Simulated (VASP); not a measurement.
All values below come from PBE GGA, VASP's PBE PAW potentials (set 64) (plane waves; VASP 6.6.1).

A VASP calculation is set up with these files.

### POSCAR
```
MgF2
1
    4.6799509343     0.0000000000     0.0000000000
    0.0000000000     4.6799509343     0.0000000000
    0.0000000000     0.0000000000     3.0870154883
Mg F
2 4
Direct
  1.0000000000   0.0000000000   1.0000000000
  0.5000000000   0.5000000000   0.5000000000
  0.3031236327   0.3031236327   1.0000000000
  0.8031236327   0.1968763673   0.5000000000
  0.1968763673   0.8031236327   0.5000000000
  0.6968763673   0.6968763673   0.0000000000
```

### KPOINTS
```
k-points along high-symmetry lines
10
Line-mode
Reciprocal
  0.000000   0.000000   0.000000 ! GAMMA
  0.000000   0.500000   0.000000 ! X

  0.000000   0.500000   0.000000 ! X
  0.500000   0.500000   0.000000 ! M

  0.500000   0.500000   0.000000 ! M
  0.000000   0.000000   0.000000 ! GAMMA

  0.000000   0.000000   0.000000 ! GAMMA
  0.000000   0.000000   0.500000 ! Z

  0.000000   0.000000   0.500000 ! Z
  0.000000   0.500000   0.500000 ! R

  0.000000   0.500000   0.500000 ! R
  0.500000   0.500000   0.500000 ! A

  0.500000   0.500000   0.500000 ! A
  0.000000   0.000000   0.500000 ! Z

  0.000000   0.500000   0.000000 ! X
  0.000000   0.500000   0.500000 ! R

  0.500000   0.500000   0.000000 ! M
  0.500000   0.500000   0.500000 ! A
```

**INCAR**
```
# general
SYSTEM = MgF2
PREC   = Accurate
ENCUT  = 520
LREAL  = F
LASPH  = T
ICHARG = 11

# electronic loop
EDIFF  = 1E-7
NELM   = 100
ALGO   = Normal

# smearing
ISMEAR = 0
SIGMA  = 0.05

# functional
GGA    = PE

# output
LWAVE  = F
LCHARG = F
LORBIT = 11
```

POTCAR, in this order: Mg F (PBE.64 set). Program: vasp_std. Read from the step before: CHGCAR.

Output of the run:

### OSZICAR
```
       N       E                     dE             d eps       ncg     rms          rms(c)
DAV:   1     0.195831905301E+03    0.19583E+03   -0.17765E+04  3712   0.149E+03
DAV:   2    -0.218395773228E+02   -0.21767E+03   -0.20942E+03  4800   0.322E+02
DAV:   3    -0.313814228069E+02   -0.95418E+01   -0.95068E+01  4228   0.710E+01
DAV:   4    -0.314491908922E+02   -0.67768E-01   -0.67745E-01  4060   0.683E+00
DAV:   5    -0.314496594951E+02   -0.46860E-03   -0.46858E-03  4092   0.580E-01
DAV:   6    -0.314496648142E+02   -0.53191E-05   -0.53190E-05  4052   0.586E-02
DAV:   7    -0.314496649027E+02   -0.88451E-07   -0.88464E-07  3844   0.692E-03
   1 F= -.31449665E+02 E0= -.31449665E+02  d E =-.257240E-20
```

### OUTCAR
```
 val. band max:       -1.4182489470   @ k =   0.0000   0.0000   0.0000

 cond. band min:       5.4352935418   @ k =   0.0000   0.0000   0.0000



 k-point     1 :       0.0000    0.0000    0.0000
  band No.  band energies     occupation
      1     -22.0387      2.00000
      2     -21.2997      2.00000
      3     -21.2997      2.00000
      4     -21.2151      2.00000
      5      -5.3636      2.00000
      6      -3.7776      2.00000
      7      -3.4367      2.00000
      8      -3.4367      2.00000
      9      -3.2588      2.00000
     10      -3.2266      2.00000
     11      -2.6008      2.00000
     12      -2.6008      2.00000
     13      -2.1382      2.00000
     14      -1.7337      2.00000
     15      -1.7337      2.00000
     16      -1.4182      2.00000
     17       5.4353      0.00000
     18      10.5926      0.00000
     19      10.5926      0.00000
     20      12.0651      0.00000

 k-point     2 :       0.0000    0.0556    0.0000
  band No.  band energies     occupation
      1     -22.0340      2.00000
      2     -21.3113      2.00000
      3     -21.2983      2.00000
      4     -21.2101      2.00000
      5      -5.3523      2.00000
      6      -3.7767      2.00000
      7      -3.5050      2.00000
      8      -3.4178      2.00000
      9      -3.2543      2.00000
     10      -3.1668      2.00000
     11      -2.6063      2.00000
     12      -2.5973      2.00000
     13      -2.1417      2.00000
     14      -1.7611      2.00000
     15      -1.7360      2.00000
     16      -1.4256      2.00000
     17       5.4747      0.00000
     18      10.5240      0.00000
     19      10.6125      0.00000
     20      12.0856      0.00000

 k-point     3 :       0.0000    0.1111    0.0000
  band No.  band energies     occupation
      1     -22.0201      2.00000
      2     -21.3403      2.00000
      3     -21.2944      2.00000
      4     -21.2007      2.00000
      5      -5.3187      2.00000
      6      -3.7701      2.00000
...
```

The density is held fixed in this step, so its total energy and stress have no physical meaning.

The compound is MgF2 in the rutile structure. It was relaxed first.
